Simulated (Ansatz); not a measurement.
## Equation of state of KTaO3 under PBEsol+D4

```
Ta K O
1.0
     3.98830    0.00000    0.00000
     0.00000    3.98830    0.00000
     0.00000    0.00000    3.98830
Ta K O
1 1 3
Direct
  0.00000 0.00000 0.00000
  0.50000 0.50000 0.50000
  0.00000 0.00000 0.50000
  0.00000 0.50000 0.00000
  0.50000 0.00000 0.00000
```

The cell was scaled at fixed shape and fractions and run with Ansatz, Ansatz PAW, cutoff 420 eV; PBEsol+D4, k mesh 7 × 7 × 7 on the cell of 5 atoms, fermi-dirac occupations of 0.05 eV, no spin polarisation, no spin-orbit coupling. The potentials were made for PBE. Energies are those that the program minimises, any entropy of the smearing included.

```tsv
V (Å³/atom)	energy over the lowest row (meV/atom)
11.9267	23.85
12.1805	?
12.4342	0.60
12.6880	0.00
12.9418	5.61
13.1955	16.86
13.4493	33.15
```

Problem. Fit the third-order Birch-Murnaghan form, give V0, B0 and B′, and predict the energy left open.

Solution. With y = (V0/V)^(2/3), E = E0 + (9 V0 B0/16) [(y - 1)³ B′ + (y - 1)² (6 - 4y)]. Least squares through the rows shown give V0 = 12.5846 Å³/atom, E0 = -0.56 meV, B0 = 205.8 GPa (1 eV/Å³ = 160.218 GPa) and B′ = 4.59, with a largest miss of 0.02 meV. At V = 12.1805 the form with these constants gives 8.30 meV; the run gave 8.33 meV an atom. Measured volume: 12.69 Å³/atom (a printed reference work), so the fit lies -0.8 % from it. The runs are for a static lattice.
